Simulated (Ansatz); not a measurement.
# KZnF3 and the effect of the functional

```yaml
crystal:
  lattice:
    - [4.05000, 0.00000, 0.00000]
    - [0.00000, 4.05000, 0.00000]
    - [0.00000, 0.00000, 4.05000]
  atoms:
    - { symbol: Zn, position: [0.50000, 0.50000, 0.50000] }
    - { symbol: K, position: [0.00000, 0.00000, 0.00000] }
    - { symbol: F, position: [0.50000, 0.00000, 0.50000] }
    - { symbol: F, position: [0.00000, 0.50000, 0.50000] }
    - { symbol: F, position: [0.50000, 0.50000, 0.00000] }
```

Kept alike: task equation of state; k mesh 7 × 7 × 7; occupations fermi-dirac, width 0.05 eV; no spin polarisation. Program: Ansatz, Ansatz PAW. Cutoffs run from 420 to 500 eV. The mesh is that of the run's cell of 5 atoms. No spin-orbit coupling.

```csv
functional,volume (Å³/atom),bulk modulus (GPa)
LDA,12.545,96.1
PBEsol,13.309,79.7
r2SCAN,13.251,84.6
```

Volume and modulus come from cells scaled at fixed shape and fractions. All rows use potentials made for PBE.

**Question.** What does the functional change here?

**Answer.** The volume runs from 12.545 (LDA) to 13.309 Å³/atom (PBEsol). Measured: 13.34 Å³/atom (a printed reference work); nearest PBEsol, 0.03 Å³/atom off. The runs are for a static lattice. The bulk modulus runs from 79.7 (PBEsol) to 96.1 GPa (LDA).
